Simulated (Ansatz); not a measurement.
**Mo: a line through an energy map**

How does the energy of Mo (Im-3m, No. 229; 1 atom in the cell) vary with strain +e along z and -e/2 along x and y, at strain +e along x and -e along y = −10 %?

The COD entry's cell or inner coordinates are ideal or old and differ from later refinements, so a difference from it is no clean test against experiment.

Program: Ansatz 0.2.0. Level of theory: DFT LDA, scalar-relativistic, plane waves, PAW. These are calculated values, not measurements.

1 further run of the same task is left out (it didn't finish).

## 1. The structure to begin with

The structure is cubic, space group Im-3m (No. 229). The conventional cell has a = 3.111 Å, b = 3.111 Å, c = 3.111 Å, α = 90.00°, β = 90.00°, γ = 90.00°. Mo (site symmetry m-3m) is surrounded by 8 Mo at 2.69 Å.

As a file:

```
CELL_PARAMETERS angstrom
-1.55568 1.55568 1.55568
1.55568 -1.55568 1.55568
1.55568 1.55568 -1.55568
ATOMIC_POSITIONS crystal
Mo 0.00000 0.00000 0.00000
```

This cell was relaxed beforehand with the same method: volume 15.06 Å³/atom, gap on the mesh none (metal).

## 2. The scan

The energy is mapped over two homogeneous strains (x along [1 0 0], y along [0 1 0], z along [0 0 1] of the conventional cell).

First coordinate, strain +e along x and -e along y: 7 values from −15 to 15 %. Second coordinate, strain +e along z and -e/2 along x and y: 7 values from −11.0 %.

Nothing else is relaxed (symmetry fixes all fractional coordinates). Energies count from the relaxed crystal. Points are written as (first, second).

## 3. Grid point (−10 %, −11.0 %)

Input file input.yaml:

```yaml
crystal:
  lattice:
    - [-1.4856781267, 1.7968149072, 1.384558673]
    - [1.4856781267, -1.7968149072, 1.384558673]
    - [1.4856781267, 1.7968149072, -1.384558673]
  atoms:
    - { symbol: Mo, position: [0.0, 0.0, 0.0] }
basis:
  ecutwfc: 420
kpoints:
  mp_grid: { grid: [20, 20, 20] }
hamiltonian:
  xc: lda
  pseudopotentials: { kind: paw, azcp: { folder: soft_1 } }
scf:
  occupations: { method: gaussian, width: 0.15 }
output:
  forces: true
  stress: true
  eigenvalues: true
```

The run is started by

```
ansatz run input.yaml --threads 1 --pin off --max-ram 2048MiB --backend cpu --events-out ev --progress --plain --runs-dir out
```

The session goes on with these runs: the other points of the line.

What does the calculation give? Wanted: for each run, strain +e along z and -e/2 along x and y; energy; slope; pressure.

**Answer**, as computed:

```
strain +e along z and -e/2 along x and y (%)  step  energy (meV/atom)  slope (meV/atom per %)  pressure (GPa)
                                       −11.0     3                361                   −17.7             9.3
                                        −7.3     4                302                   −14.7             7.5
                                        −3.7     5                261                    −6.3             6.4
                                         0.0     6                261                     5.8             6.2
                                         3.7     7                301                    15.4             7.4
                                         7.3     8                365                    19.0             9.8
                                        11.0     9                436                    19.0            12.9
```

Energies count from the relaxed crystal. Slopes come from the forces (and the stress, where the cell changes), not from differences of energies.

What this shows: Along the line the energy is lowest at 0.0 %, 261 meV/atom from the zero. A fit to energies and slopes at the lowest point and its two neighbours puts the minimum at −1.82 %, with a curvature of about 3.3 meV/atom per %². Divided by the reference volume, that is a stiffness of about 350 GPa for this pattern of strain. The highest point computed, at 11.0 %, lies 175 meV/atom above the lowest. This is one cut through a surface in two coordinates; the map's lowest point lies off it.
